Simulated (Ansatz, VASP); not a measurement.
## WC (Qusongite) in VASP and in Ansatz

POSCAR

```
WC
1.0
    2.8869927008      0.0000000000      0.0000000000
   -1.4434963504      2.5002090195      0.0000000000
    0.0000000000      0.0000000000      2.8175618425
W C
1 1
Direct
    0.0000000000      0.0000000000      0.0000000000
    0.6666666667      0.3333333333      0.5000000000
```

The input INCAR.step1:

```
SYSTEM = WC
PREC = Accurate
ENCUT = 520
ISMEAR = -1
SIGMA = 0.05
LREAL = .False.
LASPH = .True.
NELM = 80
NBANDS = 16
GGA = PE
ALGO = Normal
EDIFF = 1E-4
LWAVE = .True.
LCHARG = .False.
```

Contents of INCAR.step2:

```
SYSTEM = WC
PREC = Accurate
ENCUT = 520
EDIFF = 1E-7
ISMEAR = -1
SIGMA = 0.05
LREAL = .False.
LASPH = .True.
NELM = 80
ALGO = Normal
ISIF = 2
LWAVE = .False.
LCHARG = .False.
METAGGA = R2SCAN
LMIXTAU = .True.
NBANDS = 16
ISTART = 1
```

File KPOINTS:

```
regular mesh
0
Gamma
  10 10 9
  0 0 0
```

The input input.yaml:

```yaml
crystal:
  lattice:
    - [2.8869927008, 0.0, 0.0]
    - [-1.4434963504, 2.5002090195, 0.0]
    - [0.0, 0.0, 2.8175618425]
  atoms:
    - { symbol: W, position: [0.0, 0.0, 0.0] }
    - { symbol: C, position: [0.6666666667, 0.3333333333, 0.5] }
hamiltonian:
  xc: r2scan
  pseudopotentials: { kind: paw }
kpoints:
  mp_grid: { grid: [10, 10, 9] }
scf:
  occupations: { method: fermi_dirac, width: 0.05 }
output:
  forces: true
  stress: true
  eigenvalues: true
```

Alike in both runs: task single point; functional r2SCAN; k mesh 10 × 10 × 9; occupations fermi-dirac, width 0.05 eV; no spin polarisation.

|  | VASP | Ansatz |
| --- | --- | --- |
| version | VASP 6.6.1 | Ansatz 0.2.0 |
| potentials or method | VASP PAW PBE potentials, release 64 (W_sv, C) | Ansatz PAW |
| plane-wave cutoff (eV) | 520 | 500 |
| valence electrons in the cell | 18 | 18 |

|  | VASP | Ansatz | Ansatz less VASP |
| --- | --- | --- | --- |
| gap on the k mesh at the Fermi level (eV) | none | none | - |
| pressure (GPa) | 12.2 | 10.1 | -2.11 |
| largest component of the traceless stress (GPa) | 0.28 | 0.50 | +0.221 |

A gap of «none» marks a metal or a gap that the smearing closes. The functional is the same, so the differences come from potentials, cutoffs and numerics.

Caveats: the PAW data sets were made with another functional, which shifts forces and pressure a little (VASP); the PAW data sets come from PBE, with cores solved anew for the run's functional, which leaves a small shift of forces and pressure (Ansatz). The runs have no spin-orbit coupling, so splittings on W are missing.
